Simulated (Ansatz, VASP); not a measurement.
AlN in VASP and in Ansatz

Contents of INCAR:

```
PREC = Accurate
ENCUT = 600
EDIFF = 1E-6
ISMEAR = -1
SIGMA = 0.05
LREAL = False
LASPH = True
NELM = 80
ALGO = Normal
ISIF = 3
LWAVE = False
LCHARG = False
GGA = PS
IBRION = 2
NSW = 80
EDIFFG = -0.02
```

Contents of KPOINTS:

```
regular mesh
0
Gamma
  10 10 6
```

Contents of POSCAR:

```
AlN
1.0
    3.1130000000      0.0000000000      0.0000000000
   -1.5565000000      2.6959370820      0.0000000000
    0.0000000000      0.0000000000      4.9810000000
Al N
2 2
Direct
    0.6666666667      0.3333333333      0.5000000000
    0.3333333333      0.6666666667      0.0000000000
    0.6666666667      0.3333333333      0.8800000000
    0.3333333333      0.6666666667      0.3800000000
```

Contents of input.yaml:

```yaml
crystal:
  lattice:
    - [3.113, 0.0, 0.0]
    - [-1.5565, 2.695937082, 0.0]
    - [0.0, 0.0, 4.981]
  atoms:
    - { symbol: Al, position: [0.6666666667, 0.3333333333, 0.5] }
    - { symbol: Al, position: [0.3333333333, 0.6666666667, 0.0] }
    - { symbol: "N", position: [0.6666666667, 0.3333333333, 0.88] }
    - { symbol: "N", position: [0.3333333333, 0.6666666667, 0.38] }
kpoints:
  mp_grid: { grid: [10, 10, 6] }
scf:
  occupations: { method: fermi_dirac, width: 0.05 }
hamiltonian:
  xc: pbesol
  pseudopotentials: { kind: all_electron, lapw: { basis_error: 0.002 } }
output:
  forces: true
  stress: true
relax:
  f_tol: 0.02
  max_steps: 60
  cell: {}
```

Alike in both runs: task relaxation of cell and atoms; functional PBEsol; k mesh 10 × 10 × 6; occupations fermi-dirac, width 0.05 eV; no spin polarisation.

|  | VASP | Ansatz |
| --- | --- | --- |
| version | VASP 6.6.1 | Ansatz 0.2.0 |
| potentials or method | VASP PAW PBE potentials, release 64 (Al, N) | all-electron LAPW, scalar-relativistic |
| plane-wave cutoff (eV) | 600 | see its input |

```csv
,VASP,Ansatz,Ansatz less VASP
relaxed volume (Å³/atom),10.45,10.45,+0.002
relaxed cell length with the largest relative difference (Å),4.990,4.983,-0.0070
```

Ansatz ran all-electron here, so the differences hold the error of VASP's frozen core and of both bases.

Caveats: the PAW data sets were made with another functional, which shifts forces and pressure a little (VASP). A k mesh can miss the band edges.
